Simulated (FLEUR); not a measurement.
# MoP: equation of state with PBE

Crystal: MoP.

```xyz
2
Lattice="3.2230 0.0000 0.0000 -1.6115 2.7912 0.0000 0.0000 0.0000 3.1910" Properties=species:S:1:pos:R:3 pbc="T T T"
Mo    0.0000    0.0000    0.0000
P     0.0000    1.8608    1.5955
```

```json
{
  "Program": "FLEUR MaX-R8.1 (later development tree)",
  "Task": "equation of state",
  "Functional": "PBE",
  "Potentials or basis": "all-electron",
  "Basis": "FLAPW",
  "Kmax": "5.51 1/bohr",
  "k mesh": "10 × 10 × 8",
  "Occupations": "fermi-dirac, width 0.05 eV",
  "Spin": "no spin polarisation"
}
```

```
Equilibrium volume                        : 14.52 Å³/atom
Bulk modulus at fixed shape and positions : 223 GPa
Pressure derivative of the bulk modulus   : 4.4
```

Energy against volume, from the lowest point:
```tsv
volume (Å³/atom)	energy (meV/atom)
13.492	57.06
13.779	28.16
14.066	9.70
14.353	0.64
14.640	0.00
14.927	6.93
15.214	20.65
```

Caveat: the cell was scaled at fixed shape and fractional positions, which overstates the stiffness of a crystal with free parameters, most of all of layers and chains.
